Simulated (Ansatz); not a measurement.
**TePb: pressure up to the limit of the methods**

One table from this session's results is given with a row withheld; the runs are named, their logs left out.

Program: Ansatz 0.2.0. Level of theory: DFT r²SCAN, with the methods named in each step. These are calculated values, not measurements.

**Starting point**

Symmetry: F-43m, No. 216, cubic system. Conventional cell: a = 6.214 Å, b = 6.214 Å, c = 6.214 Å, α = 90.00°, β = 90.00°, γ = 90.00°. Around Pb (site symmetry -43m) lie 4 Te at 2.69 Å. Around Te (site symmetry -43m) lie 4 Pb at 2.69 Å.

Coordinates:

```cif
data_structure
_symmetry_space_group_name_H-M 'F-43m'
_symmetry_Int_Tables_number 216
_cell_length_a 6.2145
_cell_length_b 6.2145
_cell_length_c 6.2145
_cell_angle_alpha 90.000
_cell_angle_beta 90.000
_cell_angle_gamma 90.000
_cell_volume 240.00
loop_
_atom_site_label
_atom_site_type_symbol
_atom_site_symmetry_multiplicity
_atom_site_Wyckoff_symbol
_atom_site_fract_x
_atom_site_fract_y
_atom_site_fract_z
_atom_site_occupancy
Pb1 Pb 4 a 0.00000 0.00000 0.00000 1
Te1 Te 4 d 0.25000 0.25000 0.75000 1
```

The file gives the conventional cell by its symmetry; the runs use the cell typed in the input.

Whether this phase is the stable one at these pressures isn't tested.

Atoms are numbered in the order of the input: Pb1, Te2.

Set-up of the first run:

The input, input.yaml:

```yaml
crystal:
  lattice:
    - [0.0, 3.107232506, 3.107232506]
    - [3.107232506, 0.0, 3.107232506]
    - [3.107232506, 3.107232506, 0.0]
  atoms:
    - { symbol: Pb, position: [0.0, 0.0, 0.0] }
    - { symbol: Te, position: [0.25, 0.25, 0.25] }
kpoints:
  mp_grid: { grid: [12, 12, 12] }
scf:
  occupations: { method: fermi_dirac, width: 0.05 }
hamiltonian:
  xc: r2scan
  pseudopotentials: { kind: paw }
output:
  forces: true
  stress: true
  write_density: true
  write_potential: true
  elf: true
  volumetric_format: npy
relax:
  f_tol: 0.005
  max_steps: 40
  cell: {}
```

The run is started by

```sh
> ansatz run input.yaml --threads 1 --pin off --max-ram 2048MiB --backend cpu --events-out ev --progress --plain --runs-dir out
```

Among the steps run: Cell relaxed at zero pressure, PAW; More of the same log: cell relaxed at zero pressure; Volume scaled by 1, PAW; Volume scaled by 0.94, PAW; Volume scaled by 0.88, PAW; Volume scaled by 0.88, PAW (level accurate); Volume scaled by 0.8, PAW; Volume scaled by 0.72, PAW; Volume scaled by 0.64, PAW; Volume scaled by 0.55, PAW; Volume scaled by 0.55, PAW (cutoff 300 eV).

One table of the session follows, with a row left open; its other results are not shown here.

| method | volume over the first | volume (Å³/atom) | pressure (GPa) |
| --- | --- | --- | --- |
| PAW | 1 | 48.260 | 0.03 |
| PAW | 0.94 | 45.365 | 1.93 |
| PAW | 0.88 | 42.469 | 4.52 |
| PAW | 0.8 | 38.608 | 9.53 |
| PAW | 0.72 | ? | ? |
| PAW | 0.64 | 30.887 | 29.09 |
| PAW | 0.55 | 26.543 | 52.99 |
| PAW (cutoff 300 eV) | 0.55 | 26.543 | 53.07 |
| PAW (level accurate) | 0.88 | 42.469 | 4.55 |

**Question.** Estimate the row for PAW, 0.72.

**Answer.** volume (Å³/atom): 34.747; pressure (GPa): 17.17. In the column «volume (Å³/atom)» it lies between PAW, 0.64 (30.887) and PAW, 0.8 (38.608).

To keep in mind: Warnings in the runs' records: cutoff below recommended.
